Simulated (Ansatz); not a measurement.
# C: the cost of one run

Method: DFT PBEsol, scalar-relativistic, plane waves, PAW, in Ansatz 0.2.0.

3 further runs of the same task are left out: 1 that didn't finish, 2 set aside as unsound or not needed.

## (1) The starting structure

It takes space group R-3m (No. 166, trigonal). Conventional cell: a = 2.459 Å, b = 2.459 Å, c = 10.794 Å, α = 90.00°, β = 90.00°, γ = 120.00°. C (site symmetry 3m) is surrounded by 3 C at 1.42 Å.

Coordinates:

```
CELL_PARAMETERS angstrom
1.22946 0.70983 3.59810
-1.22946 0.70983 3.59810
0.00000 -1.41965 3.59810
ATOMIC_POSITIONS crystal
C 0.16664 0.16664 0.16664
C 0.83336 0.83336 0.83336
```

This cell was relaxed beforehand with the same method: volume 9.42 Å³/atom, gap on the mesh 0.44 eV.

## (2) Slab for the search

Planes are indexed in the bulk's conventional cell (R-3m (No. 166)), a = 2.459 Å, b = 2.459 Å, c = 10.794 Å, α = 90.00°, β = 90.00°, γ = 120.00°.

A (110) slab, 7.4 Å thick as cut, with 15 Å of vacuum, in a 2×1 surface cell; its outer planes are C (top) and C (bottom).

The slab as cut. Layers, bottom to top:

```csv
plane,atoms per cell,height over the lowest (Å)
1,C4,0.00
2,C4,1.23
3,C4,2.46
4,C4,3.69
5,C4,4.92
6,C4,6.15
7,C4,7.38
```

## (3) Symmetric start

Input file input.yaml:

```yaml
crystal:
  lattice:
    - [7.7360835978, 0.0, 0.0]
    - [-1.5631267545, 3.9617361875, 0.0]
    - [0.0, 0.0, 22.3767307536]
  atoms:
    - { symbol: C, position: [0.2500405969, 0.333360398, 0.3351696046] }
    - { symbol: C, position: [0.7500405969, 0.333360398, 0.3351696046] }
    - { symbol: C, position: [0.2499594031, 0.666639602, 0.3351696046] }
    - { symbol: C, position: [0.7499594031, 0.666639602, 0.3351696046] }
    - { symbol: C, position: [0.2500405969, 0.833360398, 0.3901130698] }
    - { symbol: C, position: [0.7500405969, 0.833360398, 0.3901130698] }
    - { symbol: C, position: [0.2499594031, 0.166639602, 0.3901130698] }
    - { symbol: C, position: [0.7499594031, 0.166639602, 0.3901130698] }
    - { symbol: C, position: [0.2500405969, 0.333360398, 0.4450565349] }
    - { symbol: C, position: [0.7500405969, 0.333360398, 0.4450565349] }
    - { symbol: C, position: [0.2499594031, 0.666639602, 0.4450565349] }
    - { symbol: C, position: [0.7499594031, 0.666639602, 0.4450565349] }
    - { symbol: C, position: [0.2500405969, 0.833360398, 0.5] }
    - { symbol: C, position: [0.7500405969, 0.833360398, 0.5] }
    - { symbol: C, position: [0.2499594031, 0.166639602, 0.5] }
    - { symbol: C, position: [0.7499594031, 0.166639602, 0.5] }
    - { symbol: C, position: [0.2500405969, 0.333360398, 0.5549434651] }
    - { symbol: C, position: [0.7500405969, 0.333360398, 0.5549434651] }
    - { symbol: C, position: [0.2499594031, 0.666639602, 0.5549434651] }
    - { symbol: C, position: [0.7499594031, 0.666639602, 0.5549434651] }
    - { symbol: C, position: [0.2500405969, 0.833360398, 0.6098869302] }
    - { symbol: C, position: [0.7500405969, 0.833360398, 0.6098869302] }
    - { symbol: C, position: [0.2499594031, 0.166639602, 0.6098869302] }
    - { symbol: C, position: [0.7499594031, 0.166639602, 0.6098869302] }
    - { symbol: C, position: [0.2500405969, 0.333360398, 0.6648303954] }
    - { symbol: C, position: [0.7500405969, 0.333360398, 0.6648303954] }
    - { symbol: C, position: [0.2499594031, 0.666639602, 0.6648303954] }
    - { symbol: C, position: [0.7499594031, 0.666639602, 0.6648303954] }
basis:
  ecutwfc: 420
kpoints:
  mp_grid: { grid: [5, 9, 1] }
hamiltonian:
  xc: pbesol
scf:
  occupations: { method: gaussian, width: 0.05 }
output:
  forces: true
  eigenvalues: true
  write_density: true
  write_potential: true
  elf: true
  volumetric_format: npy
relax:
  adjacent_minimum: "off"
  f_tol: 0.02
  max_steps: 90
  constraints: [{ sites: [0, 1, 2, 3, 4, 5, 6, 7, 8, 9, 10, 11] }]
efield:
  axis: 3
  dipole_correction: true
  ramp_width: 0.04
```

Started as:

```
ansatz run input.yaml --threads 4 --pin off --max-ram 10240MiB --backend cpu --events-out ev --progress --plain --runs-dir out
```

Q: Estimate wall time and peak memory on 4 threads of Arm Neoverse V1, shared host.

About 5.6 min, with a peak of 2 GiB.
